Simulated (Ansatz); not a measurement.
Level of theory: DFT PBE, scalar-relativistic, plane waves, PAW in Ansatz. All cells share a 420 eV cutoff and Γ-centred k meshes spaced at most about 0.3 Å⁻¹ (2π included). No spin polarisation.

Each guess is relaxed in cell and atoms at zero pressure, on a coarse mesh first where it starts far from rest and then on a converged one. The steps can't lower the symmetry of the start, but it can rise. Energies are static (0 K, no zero-point motion).

Two unrelaxed guesses for AlGa₅As₆:

A.

Space group P31m (No. 157). a = 6.740 Å, b = 6.740 Å, c = 6.395 Å, α = 90.00°, β = 90.00°, γ = 120.00°
| atom | site | symmetry | x | y | z |
| --- | --- | --- | --- | --- | --- |
| Al | 1a | 3.m | 0.0000 | 0.0000 | 0.0007 |
| Ga | 2b | 3.. | 0.6667 | 0.3333 | 0.0007 |
| Ga | 3c | ..m | 0.3333 | 0.0000 | 0.5007 |
| As | 1a | 3.m | 0.0000 | 0.0000 | 0.3753 |
| As | 2b | 3.. | 0.6667 | 0.3333 | 0.3753 |
| As | 3c | ..m | 0.3333 | 0.0000 | 0.8753 |

B.

Space group P-4m2 (No. 115). a = 3.900 Å, b = 3.900 Å, c = 16.544 Å, α = 90.00°, β = 90.00°, γ = 90.00°
| atom | site | symmetry | x | y | z |
| --- | --- | --- | --- | --- | --- |
| Al | 1d | -4m2 | 0.0000 | 0.0000 | 0.5000 |
| Ga | 2e | 2mm. | 0.0000 | 0.0000 | 0.8333 |
| Ga | 1b | -4m2 | 0.5000 | 0.5000 | 0.0000 |
| Ga | 2f | 2mm. | 0.5000 | 0.5000 | 0.3333 |
| As | 2g | 2mm. | 0.5000 | 0.0000 | 0.9167 |
| As | 2g | 2mm. | 0.5000 | 0.0000 | 0.2500 |
| As | 2g | 2mm. | 0.0000 | 0.5000 | 0.4167 |

Task: Where do they end, and which end is lower?

Result: B ends lower, by 11 meV/atom. A: P31m at 21.0 Å³/atom → P31m at 23.7 Å³/atom; B: P-4m2 at 21.0 Å³/atom → P-4m2 at 23.7 Å³/atom. Counting As atoms around Al and Ga (those within 1.25 times the shortest such distance or 1.15 times the sum of covalent radii, 1.27 where that leaves under three), the end of A and the end of B both have Al 4, Ga 4. End of A. Conventional cell: a = 7.011 Å, c = 6.671 Å. Around Al lie 4 As at 2.48–2.49 Å; Ga on a site of symmetry 3 is surrounded by 4 As at 2.48–2.50 Å; As on a site of symmetry 3m is surrounded by 3 Ga at 2.49 Å and 1 Al at 2.49 Å; 3 more sites not described. End of B. Conventional cell: a = 4.061 Å, c = 17.219 Å. Around Al lie 4 As at 2.48 Å; Ga on a site of symmetry 2mm has 4 As at 2.49 Å; around As on its first site lie 4 Ga at 2.49 Å; 4 more sites not described.

Ends held by symmetry can be saddle points.
